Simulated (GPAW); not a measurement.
# I (Fmmm) in GPAW: a series of runs

One crystal, I, is run at these levels: GLLB-SC, PBE; tasks: band structure, one-shot levels on a semilocal density.

All numbers are computed with GPAW 26.7.0; they aren't measurements. Logs are shortened: lines on timing, memory, paths and dates and some standing lists are left out, and cuts for length are marked. The log counts tension as positive stress, the text compression.

**1. The structure**

Symmetry: Fmmm, No. 69, orthorhombic system. The conventional cell has a = 4.384 Å, b = 4.731 Å, c = 7.820 Å, α = 90.00°, β = 90.00°, γ = 90.00°. I (site symmetry mmm) has 4 I at 3.23 Å as nearest neighbours.

**2. Band structure, GLLB-SC**

run.py

```python
from ase.dft.bandgap import bandgap
from ase.io import read, write
from gpaw import GPAW, PW

atoms = read('I.cif')

calc = GPAW(mode=PW(600),
            xc='GLLBSC',
            kpts={'size': (7, 7, 7), 'gamma': True},
            occupations={'name': 'fermi-dirac', 'width': 0.05},
            nbands=10,
            convergence={'density': 1e-05, 'energy': 1e-05},
            maxiter=150,
            txt='gpaw.txt')
atoms.calc = calc
energy = atoms.get_potential_energy()
calc.write('gs.gpw')
write('result.traj', atoms)
print('Fermi level:', round(calc.get_fermi_level(), 4), 'eV')
print(f'Gap: {bandgap(calc)[0]:.4f} eV, direct: {bandgap(calc, direct=True)[0]:.4f} eV')

path = atoms.cell.bandpath('GYCDXGZD1HC,C1Z,XH1,HY,LG', npoints=80, eps=1e-4)
bs_calc = calc.fixed_density(kpts=path, symmetry='off', nbands=20,
                             convergence={'bands': 'CBM+6.0', 'eigenstates': 1e-6}, txt='bands.txt')
bs = bs_calc.band_structure()
bs.write('bs.json')
print(f'Gap on the path: {bandgap(bs_calc)[0]:.4f} eV')

homo, lumo = bs_calc.get_homo_lumo()
response = calc.hamiltonian.xc.response
dxc_pot = response.calculate_discontinuity_potential(homo, lumo)
ks_gap, dxc = bs_calc.hamiltonian.xc.response.calculate_discontinuity(dxc_pot)
print(f'Kohn-Sham gap {ks_gap:.4f} eV, discontinuity {dxc:.4f} eV, gap {ks_gap + dxc:.4f} eV')
```

I.cif

```cif
data_I
_cell_length_a 4.56978285
_cell_length_b 4.48249819
_cell_length_c 3.22521405
_cell_angle_alpha 70.58369076
_cell_angle_beta 67.68554410
_cell_angle_gamma 41.73076514
_space_group_name_H-M_alt 'P1'
_space_group_name_Hall 'P 1'
_space_group_IT_number 1
loop_
_space_group_symop_operation_xyz
'x,y,z'
loop_
_atom_site_label
_atom_site_type_symbol
_atom_site_symmetry_multiplicity
_atom_site_Wyckoff_symbol
_atom_site_fract_x
_atom_site_fract_y
_atom_site_fract_z
_atom_site_occupancy
I1 I 1 a 0.0000000000 0.0000000000 0.0000000000 1
```

Potentials or basis: the program's PAW data sets (release 1.2.1) made for this functional, pw.

The run is started by

```console
$ OMP_NUM_THREADS=1 python run.py
```

gpaw.txt:

```text
___ ___ ___ _ _ _
 |   |   |_  | | | |
 | | | | | . | | | |
 |__ |  _|___|_____|  26.7.0
 |___|_|

Input parameters:
  convergence: {density: 1e-05,
                energy: 1e-05}
  kpts: {gamma: True,
         size: (7, 7, 7)}
  maxiter: 150
  mode: {ecut: 600.0,
         name: pw}
  nbands: 10
  occupations: {name: fermi-dirac,
                width: 0.05}
  xc: GLLBSC

System changes: positions, numbers, cell, pbc, initial_charges, initial_magmoms

Initialize ...

species:
  I:
    name:    Iodine
    Z:       53.0
    valence: 7
    core:    46
    charge:  0.0  # [|e|]
    compensation charges:
      type: gauss
      rc: 0.37  # [Å]
      lmax: 2
    cutoffs:
      filter: 2.06  # [Å]
      core: 2.96  # [Å]
    projectors
    | kind |    occ | energy [eV] | rcut [Å] |
    |------|--------|-------------|----------|
    |   5s |  2.000 |     -20.049 |    1.164 |
    |   5p |  5.000 |     -10.166 |    1.164 |
    |    s |        |       7.162 |    1.164 |
    |    p |        |      17.045 |    1.164 |
    |    d |        |       0.000 |    1.164 |

    Using partial waves for I as LCAO basis

Reference energy: -193459.833657  # eV

Spin-paired calculation

Convergence criteria:
 Maximum [total energy] change in last 3 cyles: 1e-05 eV / valence electron
 Maximum integral of absolute [dens]ity change: 1e-05 electrons / valence electron
 Maximum integral of absolute [eigenst]ate change: 4e-08 eV^2 / valence electron
 Maximum number of scf [iter]ations: 150
 (Square brackets indicate name in SCF output, whereas a 'c' in
 the SCF output indicates the quantity has converged.)

Symmetries present (total): 2

  ( 1  0  0)  (-1  0  0)
  ( 0  1  0)  ( 0 -1  0)
  ( 0  0  1)  ( 0  0 -1)

343 k-points: 7 x 7 x 7 Monkhorst-Pack grid
172 k-points in the irreducible part of the Brillouin zone
       k-points in crystal coordinates                weights
   0:     0.00000000    0.00000000    0.00000000          1/343
   1:     0.00000000    0.00000000    0.14285714          2/343
   2:     0.00000000    0.00000000    0.28571429          2/343
   3:     0.00000000    0.00000000    0.42857143          2/343
   4:     0.00000000    0.14285714   -0.42857143          2/343
   5:     0.00000000    0.14285714   -0.28571429          2/343
   6:     0.00000000    0.14285714   -0.14285714          2/343
   7:     0.00000000    0.14285714    0.00000000          2/343
   8:     0.00000000    0.14285714    0.14285714          2/343
   9:     0.00000000    0.14285714    0.28571429          2/343
          ...
 171:     0.42857143    0.42857143    0.42857143          2/343

Wave functions: Plane wave expansion
  Cutoff energy: 600.000 eV
  Number of coefficients (min, max): 1336, 1381
  Pulay-stress correction: 0.000000 eV/Ang^3 (de/decut=0.000000)
  Using FFTW library
  ScaLapack parameters: grid=1x1, blocksize=None
  Wavefunction extrapolation:
    Improved wavefunction reuse through dual PAW basis

Occupation numbers: Fermi-Dirac:
  width: 0.0500  # eV

Eigensolver
   Davidson(niter=2)

Densities:
  Coarse grid: 27*27*20 grid
  Fine grid: 54*54*40 grid
  Total Charge: 0.000000

Density mixing:
  Method: separate
  Backend: msr1
  Linear mixing parameter: 0.05
  old densities: 10
  Width of damping distribution: 1.1
  Damping of long wavelength oscillations: 20

Hamiltonian:
  XC and Coulomb potentials evaluated on a 54*54*40 grid
  Using the GLLBSC Exchange-Correlation functional
  External potential:
    NoExternalPotential

XC parameters: GLLBSC functional being used consists of
  -----------------------------------------------------------------------
  | Weight | Module     | Description                                   |
  -----------------------------------------------------------------------
  |  1.000 | SCREENING  | GGA_X_PBE_SOL with 2 nearest neighbor stencil |
  |  1.000 | RESPONSE   | eps=0.0500 eV                                 |
  |  1.000 | XC         | GGA_C_PBE_SOL with 2 nearest neighbor stencil |
  -----------------------------------------------------------------------

Number of atoms: 1
Number of atomic orbitals: 4
Number of bands in calculation: 10
Number of valence electrons: 7
Bands to converge: occupied

... initialized

Initializing position-dependent things.

Density initialized from atomic densities
Creating initial wave functions:
  4 bands from LCAO basis set
  6 bands from random numbers

       I

Atomic positions and initial magnetic moments

Positions:
   0 I      0.000000    0.000000    0.000000    ( 0.0000,  0.0000,  0.0000)

Unit cell:
           periodic     x           y           z      points  spacing
  1. axis:    yes    4.569783    0.000000    0.000000    27     0.1102
  2. axis:    yes    3.345203    2.983691    0.000000    27     0.1102
  3. axis:    yes    1.224580    0.237783    2.974200    20     0.1487

  Lengths:   4.569783   4.482498   3.225214
  Angles:   70.583691  67.685544  41.730765

Effective grid spacing dv^(1/3) = 0.1406

iter:   1    -1.672285
iter:   2    -1.799478   -1.18  -1.24
iter:   3    -3.326875   -0.88  -1.16
iter:   4    -1.775516   -0.91  -1.08
iter:   5    -1.811781   -2.83  -1.32
iter:   6    -1.960637   -2.26  -1.26
iter:   7    -1.931783   -4.28  -1.18
iter:   8    -1.892114   -3.69  -1.10
iter:   9    -1.724113   -1.79  -1.03
iter:  10    -1.727495   -3.43  -2.04
iter:  11    -1.724741   -3.87  -2.02
iter:  12    -1.721569   -3.54  -2.33
iter:  13    -1.728245   -3.56  -2.25
iter:  14    -1.725262   -4.41  -2.19
iter:  15    -1.726013   -6.17  -3.16
iter:  16    -1.726210   -7.65c -3.99
iter:  17    -1.726277   -8.46c -4.41
iter:  18    -1.726272c  -9.00c -4.76
iter:  19    -1.726273c -10.17c -5.62c

Converged after 19 iterations.

Dipole moment: (0.000000, -0.000000, 0.000000) |e|*Ang

Energy contributions relative to reference atoms: (reference = -193459.833657)

Kinetic:        +35.828881
Potential:      -34.539165
External:        +0.000000
XC:              -3.713483
Entropy (-ST):   -0.006160
Local:           +0.700574
SIC:             +0.000000
--------------------------
Free energy:     -1.729353
Extrapolated:    -1.726273

GLLBSC response reference energy: 2.48508 eV (from Fermi level)

Showing only first 2 kpts
 Kpt  Band  Eigenvalues  Occupancy
  0     1      0.46894    2.00000
  0     2      3.34810    0.00000
  0     3      3.66537    0.00000
  0     4      7.23001    0.00000

  1     1      0.46611    2.00000
  1     2      1.84323    1.99999
  1     3      3.64740    0.00000
  1     4      7.77827    0.00000

Fermi level: 2.48507

No gap
No difference between direct/indirect transitions
Writing to gs.gpw (mode='')
```

Run time: 1.7 min. Hardware: 1 thread of Arm Neoverse V1, shared host; peak memory 0.26 GiB.

What came out:

| Item | Value |
| --- | --- |
| Band gap along the path | none (metal or under the smearing width) |

Levels at the corners of the path, in eV from the Fermi level:
```
point  band 1  band 2  band 3  band 4  band 5  band 6
    Γ  -13.72   -2.02    0.86    1.18    4.74    7.67
    Y  -10.90   -4.31   -3.41   -0.57    4.08    6.69
    C  -11.28   -3.92   -3.29   -1.19    5.46    6.93
    D  -10.96   -3.89   -3.64   -0.99    4.20    6.00
    X  -10.86   -4.00   -3.71   -0.86    4.02    5.84
    Γ  -13.72   -2.02    0.86    1.18    4.74    7.67
    Z  -13.46   -4.10    0.64    0.97    7.13    7.45
   D1  -10.96   -3.89   -3.64   -0.99    4.20    6.00
    H  -10.87   -4.06   -3.66   -0.82    4.12    6.23
    C  -11.28   -3.92   -3.29   -1.19    5.46    6.93
   C1  -11.28   -3.92   -3.29   -1.19    5.46    6.93
    Z  -13.46   -4.10    0.64    0.97    7.13    7.45
    X  -10.86   -4.00   -3.71   -0.86    4.02    5.84
   H1  -10.87   -4.06   -3.66   -0.82    4.12    6.23
    H  -10.87   -4.06   -3.66   -0.82    4.12    6.23
    Y  -10.90   -4.31   -3.41   -0.57    4.08    6.69
    L  -12.23   -5.14   -1.80    1.82    4.89    9.33
    Γ  -13.72   -2.02    0.86    1.18    4.74    7.67
```

Caveat: a model potential gives levels but no total energy; spin-orbit coupling is left out, which moves the levels of the heavy elements; an odd number of electrons without spin polarisation forces a metal; a magnetic or distorted state may lie lower.

[end of part 1 of 2]
